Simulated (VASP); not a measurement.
Write the native input for VASP 6.6.1 that does the following.

```yaml
Task: single point
Functional: HSE06
Potentials_or_basis: VASP PAW PBE potentials, release 64 (Rb_sv, Br)
Cutoff: 520 eV
k_mesh: 4 × 4 × 4
Occupations: gaussian, width 0.01 eV
Spin: no spin polarisation
Dipole_correction: no
Exchange_at_q_=_0: truncated
Grid_for_exact_exchange_PRECFOCK: Normal
Screening_parameter: 0.2079 1/A
Further_INCAR_settings: ALGO = Normal; EDIFF = 1e-06; NBANDS = 15
```

The system is RbBr.

```xyz
2
Lattice="0.0000 3.8695 4.0928 3.8695 0.0000 4.0928 3.8695 3.8695 0.0000" Properties=species:S:1:pos:R:3 pbc="T T T"
Rb    0.0000    0.0000    0.0000
Br    1.9347    1.9347    2.0464
```

The cell was built by a generator and needn't be a form met in nature.

The cell isn't the ideal one: uniaxial_z strain +5.8%.

The input as run:

POSCAR

```
RbBr
1.0
    0.0000000000      3.8694967701      4.0927667337
    3.8694967701      0.0000000000      4.0927667337
    3.8694967701      3.8694967701      0.0000000000
Rb Br
1 1
Direct
    0.0000000000      0.0000000000      0.0000000000
    0.2500000000      0.2500000000      0.2500000000
```

INCAR.step1

```
SYSTEM = RbBr
ALGO = Normal ; EDIFF = 1E-5
ENCUT = 520 ; GGA = PE
ISIF = 2 ; ISMEAR = 0
LASPH = .True. ; LCHARG = .False.
LREAL = .False. ; LWAVE = .True.
NBANDS = 15 ; NELM = 100
PREC = Accurate ; SIGMA = 0.01
```

INCAR.step2

```
SYSTEM = RbBr
ALGO = Normal ; EDIFF = 1E-6
ENCUT = 520 ; GGA = PE
HFSCREEN = 0.2079 ; ISIF = 2
ISMEAR = 0 ; ISTART = 1
LASPH = .True. ; LCHARG = .False.
LHFCALC = .True. ; LREAL = .False.
LWAVE = .False. ; NBANDS = 15
NELM = 100 ; PREC = Accurate
PRECFOCK = Normal ; SIGMA = 0.01
```

KPOINTS

```
k-points
0
Gamma
  4 4 4
  0 0 0
```

Potentials or basis: VASP PAW PBE potentials, release 64 (Rb_sv, Br).

Launch:

```sh
$ cat potpaw_PBE.64/Rb_sv/POTCAR potpaw_PBE.64/Br/POTCAR > POTCAR
$ cp INCAR.step1 INCAR
$ mpirun -np 1 vasp_std > vasp.out
$ cp INCAR.step2 INCAR
$ mpirun -np 1 vasp_std > vasp.out
```

Results of the run:

- Pressure: -0.4 GPa
- Band gap on the k mesh: 5.06 eV, indirect (least direct gap 5.14 eV)

Caveat: the PAW data sets were made with another functional, which shifts forces and pressure a little.

Run time: 13 min on 1 thread of Intel(R) Xeon(R) Platinum 8488C (Sapphire Rapids) (shared host), peak memory 0.38 GiB.
